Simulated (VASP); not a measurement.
Crystal: InP.

```
CELL_PARAMETERS angstrom
0.00000 2.95228 2.95228
2.95228 0.00000 2.95228
2.95228 2.95228 0.00000
ATOMIC_POSITIONS crystal
In 0.00000 0.00000 0.00000
P 0.75000 0.75000 0.75000
```

The cell is a database's computed one.

Base run:

- Program: VASP 6.6.1
- Functional: PBE
- Potentials or basis: VASP PAW PBE potentials, release 64 (In_d, P)
- Cutoff: 600 eV
- k mesh: 10 × 10 × 10
- Occupations: gaussian, width 0.02 eV
- Spin: no spin polarisation

Its results: band gap on the k mesh 0.59 eV, direct.

Problem. The run is repeated on the same cell with these changes: functional from PBE to r2SCAN; cutoff from 600 eV to 450 eV. What comes out?

Solution. Band gap on the k mesh 1.04 eV, direct.

r2SCAN gives the wider gap, since meta-GGAs in the generalised Kohn-Sham scheme recover part of the derivative discontinuity.

Caveats: spin-orbit coupling is left out, which moves the levels of the heavy elements.
